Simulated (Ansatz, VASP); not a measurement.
**BaS: VASP beside Ansatz**

```
Ba S
1.0
     5.57829    0.00000    0.00000
    -2.78914    4.83094    0.00000
     0.00000    0.00000    6.30681
Ba S
2 2
Direct
  0.33333 0.66667 0.25000
  0.66667 0.33333 0.75000
  0.66667 0.33333 0.25000
  0.33333 0.66667 0.75000
```

Change from the starting cell: epitaxial_xy strain +3.6%.

Alike in both runs: task single point; functional r2SCAN; k mesh 6 × 6 × 4; no spin polarisation.

|  | VASP | Ansatz |
| --- | --- | --- |
| version | VASP 6.6.1 | Ansatz 0.2.0 |
| potentials or method | VASP PAW PBE potentials, release 64 (Ba_sv, S) | plane waves, PAW |
| plane-wave cutoff (eV) | 520 | 500 |
| occupations | gaussian, width 0.01 eV | fixed |
| valence electrons in the cell | 32 | 32 |

```tsv
	VASP	Ansatz	Ansatz less VASP
gap on the k mesh at the Fermi level (eV)	2.82	2.89	+0.065
pressure (GPa)	-1.1	-1.5	-0.37
largest component of the traceless stress (GPa)	1.71	1.47	-0.237
```

Caveats: the PAW data sets were made with another functional, which shifts forces and pressure a little (VASP); spin-orbit coupling is left out, which moves the levels of the heavy elements. A k mesh can miss the band edges.
